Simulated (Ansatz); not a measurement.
# Indium, A15 under LDA: relaxation and energy

The plan for indium in the A15 structure: relax it, then solve it on a dense k-mesh. Spin polarisation is left out. The k-meshes are 5×5×5 for the relaxation; 6×6×6 for the dense run.

Computed with Ansatz 0.2.0 (DFT LDA (PW92), plane waves (420 eV) with PAW, scalar-relativistic; PAW files made under PBE, frozen cores solved again for the functional, unless a step says otherwise).

**1. The system as given**

Symmetry: Pm-3n, No. 223, cubic system. Conventional cell: a = 5.936 Å, b = 5.936 Å, c = 5.936 Å, α = 90.00°, β = 90.00°, γ = 90.00°. In (site symmetry m-3) is surrounded by 12 In at 3.32 Å. Around In (site symmetry -4m2) lie 6 In at 2.97 to 3.32 Å.

As a file:

```
In
1.0
     5.93588    0.00000    0.00000
     0.00000    5.93588    0.00000
     0.00000    0.00000    5.93588
In
8
Cartesian
  0.0000 0.0000 0.0000
  2.9679 2.9679 2.9679
  1.4840 0.0000 2.9679
  4.4519 0.0000 2.9679
  2.9679 1.4840 0.0000
  2.9679 4.4519 0.0000
  0.0000 2.9679 1.4840
  0.0000 2.9679 4.4519
```

**2. Relaxing cell and atoms**

input.yaml reads:

```yaml
crystal:
  lattice:
    - [5.9358781157, 0.0, 0.0]
    - [0.0, 5.9358781157, 0.0]
    - [0.0, 0.0, 5.9358781157]
  atoms:
    - { symbol: In, position: [0.0, 0.0, 0.0] }
    - { symbol: In, position: [0.5, 0.5, 0.5] }
    - { symbol: In, position: [0.25, 0.0, 0.5] }
    - { symbol: In, position: [0.75, 0.0, 0.5] }
    - { symbol: In, position: [0.5, 0.25, 0.0] }
    - { symbol: In, position: [0.5, 0.75, 0.0] }
    - { symbol: In, position: [0.0, 0.5, 0.25] }
    - { symbol: In, position: [0.0, 0.5, 0.75] }
hamiltonian:
  xc: lda
  pseudopotentials:
    kind: paw
    azcp:
      In: "pseudopotentials/In.paw.azcp"
basis:
  ecutwfc: 420
  fft_grid_basis: typed
kpoints:
  mp_grid: { grid: [5, 5, 5], shift: [0, 0, 0] }
magnetization:
  spin_polarized: false
scf:
  occupations: { method: fermi_dirac, width: 0.1 }
relax:
  max_steps: 60
  f_tol: 0.01
  cell: {}
```

Further steps of the session: The energy on a finer k-mesh.

**Question.** What will these runs give? Wanted: space group; conventional cell; volume; shortest distance; gap on the mesh; relative to body-centred tetragonal.

As calculated:

| quantity | value |
| --- | --- |
| space group (spins left aside) | Pm-3n (No. 223) |
| conventional cell | a = 5.871 Å |
| volume | 25.292 Å³/atom |
| shortest distance | 2.935 Å |
| gap on the mesh | none (levels filled in part) |
| relative to body-centred tetragonal | +49 meV/atom |

**Reading.** From the guessed start the volume shrank by 3.3 % in 4 steps. It lies 49 meV/atom above the element's reference form at the same level (body-centred tetragonal, from a run of its own). Levels at the Fermi energy are filled in part, as in a metal. Relaxation kept the symmetry; phonons were not checked.
